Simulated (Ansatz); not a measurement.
## SiC (P6_3mc), frozen normal mode

Method: Ansatz 0.2.0, DFT r2SCAN, scalar-relativistic, plane waves, PAW. The runs took a 500 eV cutoff, a Γ-centred 12×12×6 mesh and Gaussian smearing (0.05 eV). No spin polarisation. Energies are free energies at this smearing, counted from the undisturbed cell; pressure is positive in compression.

Reference structure (as given, not relaxed at this level; it stands at 0.2 GPa):

```yaml
crystal:
  lattice:
    - [3.07600, 0.00000, 0.00000]
    - [-1.53800, 2.66389, 0.00000]
    - [0.00000, 0.00000, 5.04800]
  atoms:
    - { symbol: Si, position: [0.33333, 0.66667, 0.00000] }
    - { symbol: Si, position: [0.66667, 0.33333, 0.50000] }
    - { symbol: C, position: [0.33333, 0.66667, 0.38500] }
    - { symbol: C, position: [0.66667, 0.33333, 0.88500] }
```

A zone-centre mode of this cell is frozen in: each atom moves by x times its row below, so x is the largest displacement.
```
atom ux uy uz
 Si1  0.000  0.000   1.000
 Si2  0.000  0.000  -1.000
  C3  0.000  0.000  -0.234
  C4  0.000  0.000   0.234
```

| x (Å) | ΔE (meV/cell) | force along the mode (eV/Å) | pressure (GPa) | gap on the mesh (eV) |
| --- | --- | --- | --- | --- |
| -0.1200 | 493.9 | 8.33 | 3.0 | 2.54 |
| -0.0600 | 122.3 | 4.09 | 0.9 | 2.70 |
| 0.0000 | 0.0 | 0.00 | 0.2 | 2.69 |
| 0.0150 | 7.6 | -1.02 | ? | ? |
| 0.0300 | 30.5 | -2.04 | 0.4 | 2.69 |
| 0.0450 | 68.7 | -3.06 | 0.6 | 2.70 |
| 0.0750 | 191.5 | -5.13 | 1.3 | 2.70 |
| 0.0900 | ? | -6.18 | ? | 2.70 |
| 0.1050 | 377.0 | -7.25 | 2.3 | 2.62 |

By symmetry 0.1200 repeats -0.1200, -0.0900 repeats 0.0900, 0.0600 repeats -0.0600, -0.0300 repeats 0.0300 in energy, with the opposite slope along the path.

**Question.** Give the withheld values.

**Answer.** pressure (GPa) at x (Å) = 0.0150: 0.2; gap on the mesh (eV) at x (Å) = 0.0150: 2.69; ΔE (meV/cell) at x (Å) = 0.0900: 276.3; pressure (GPa) at x (Å) = 0.0900: 1.8.